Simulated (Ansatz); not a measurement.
# Hg: a listed cell, distorted in several ways

A set of self-consistent runs on Hg under further strains and shifts, swapped elements, to map its energy surface near the listed cell.

Computed with Ansatz 0.2.0 (DFT PBE, scalar-relativistic, plane waves, PAW, unless a step's input says otherwise).

## (1) The system as given

Symmetry: P2_1/m, No. 11, monoclinic system. The conventional cell has a = 3.413 Å, b = 5.499 Å, c = 3.469 Å, α = 90.00°, β = 119.34°, γ = 90.00°. Around Hg (site symmetry m) lie 12 Hg at 3.31 to 3.48 Å.

As a file:

```
CELL_PARAMETERS angstrom
3.41330 0.00000 0.00000
0.00000 5.49913 0.00000
-1.69985 0.00000 3.02413
ATOMIC_POSITIONS crystal
Hg 0.65156 0.25000 0.80423
Hg 0.34844 0.75000 0.19577
```

The structure comes from the Materials Project (structure only).

## (2) A change within the space group

The change: strain xx, yy, zz, yz, xz, xy = +3.6, +3.3, +4.5, +0.0, +1.0, +0.0 %; atoms moved by 0.15 Å root mean square, at most 0.15 Å.

Input file input.yaml:

```yaml
crystal:
  lattice:
    - [3.5358406056, 0.0, 0.0341330303]
    - [0.0, 5.6793885276, 0.0]
    - [-1.7306383263, 0.0, 3.1444224185]
  atoms:
    - { symbol: Hg, position: [0.6329129107, 0.25, 0.8354103137] }
    - { symbol: Hg, position: [0.3670870893, 0.75, 0.1645896863] }
basis:
  ecutwfc: 420
kpoints:
  mp_grid: { grid: [12, 8, 12] }
hamiltonian:
  xc: pbe
scf:
  occupations: { method: gaussian, width: 0.05 }
output:
  forces: true
  stress: true
  eigenvalues: true
```

Command:

```bash
$ ansatz run input.yaml --threads 1 --pin off --max-ram 1331MiB --backend cpu --events-out ev --progress --plain --runs-dir out
```

## (3) One element swapped, cell strained: Hg → Zn, first probe

Input file input.yaml:

```yaml
crystal:
  lattice:
    - [3.3212958923, 0.0, 0.0008471198]
    - [0.0, 5.2596651491, 0.0]
    - [-1.653283904, 0.0, 2.9284177126]
  atoms:
    - { symbol: Zn, position: [0.6200399462, 0.25, 0.7790291115] }
    - { symbol: Zn, position: [0.3799600538, 0.75, 0.2209708885] }
basis:
  ecutwfc: 420
kpoints:
  mp_grid: { grid: [6, 4, 6] }
hamiltonian:
  xc: pbe
scf:
  occupations: { method: gaussian, width: 0.1 }
output:
  forces: true
  stress: true
  eigenvalues: true
```

## (4) Substitution of an element, cell strained: Hg → Zn

Changes to input.yaml since step 3:

```diff
@@ -11,3 +11,3 @@
 kpoints:
-  mp_grid: { grid: [6, 4, 6] }
+  mp_grid: { grid: [14, 8, 14] }
 hamiltonian:
```

## (5) Substitution of an element, cell strained: Hg → Zn, first probe

Input file input.yaml:

```yaml
crystal:
  lattice:
    - [3.2755188442, 0.0, 0.0]
    - [0.0, 5.2771448746, 0.0]
    - [-1.6312370662, 0.0, 2.9020513307]
  atoms:
    - { symbol: Zn, position: [0.65155969, 0.25, 0.80422816] }
    - { symbol: Zn, position: [0.34844031, 0.75, 0.19577184] }
basis:
  ecutwfc: 420
kpoints:
  mp_grid: { grid: [6, 4, 6] }
hamiltonian:
  xc: pbe
scf:
  occupations: { method: gaussian, width: 0.1 }
output:
  forces: true
  stress: true
  eigenvalues: true
```

## (6) One element swapped, cell strained: Hg → Zn

Changes to input.yaml since step 5:

```diff
@@ -11,3 +11,3 @@
 kpoints:
-  mp_grid: { grid: [6, 4, 6] }
+  mp_grid: { grid: [14, 8, 14] }
 hamiltonian:
```

## (7) A distortion of lower symmetry

Input file input.yaml:

```yaml
crystal:
  lattice:
    - [3.2097336344, -0.0731470839, -0.0072362024]
    - [-0.1178462946, 5.5692960023, 0.1008539917]
    - [-1.6048866021, 0.0918903529, 2.9223990568]
  atoms:
    - { symbol: Hg, position: [0.6473597016, 0.2491312973, 0.8099434535] }
    - { symbol: Hg, position: [0.3526402984, 0.7508687027, 0.1900565465] }
basis:
  ecutwfc: 420
kpoints:
  mp_grid: { grid: [12, 8, 12] }
hamiltonian:
  xc: pbe
scf:
  occupations: { method: gaussian, width: 0.05 }
output:
  forces: true
  stress: true
  eigenvalues: true
```

Q: Predict the outcome of this session. Wanted: for each run, case; energy; pressure; largest force.

As calculated:

```
step                                                case  energy (meV/atom)  pressure (GPa)  largest force (eV/Å)  gap on the mesh (eV)
   2                     a change within the space group               +0.0            -0.1                  0.03                  0.23
   4  substitution of an element, cell strained: Hg → Zn                n/a            -6.9                  0.03                  0.00
   6         one element swapped, cell strained: Hg → Zn                n/a            -7.2                  0.02                  0.00
   7                      a distortion of lower symmetry              +30.0             2.0                  0.03                  0.00
```

Energies are counted from step 2, with the smearing taken to zero. Other atoms or functionals have another zero of energy (n/a). A gap of 0.00 means none on the mesh at this level.

What this shows: Among the distorted cells of the listed formula and level the gap runs from none (metal) to 0.23 eV. These runs have no spin-orbit coupling; with Hg it would split and shift bands.
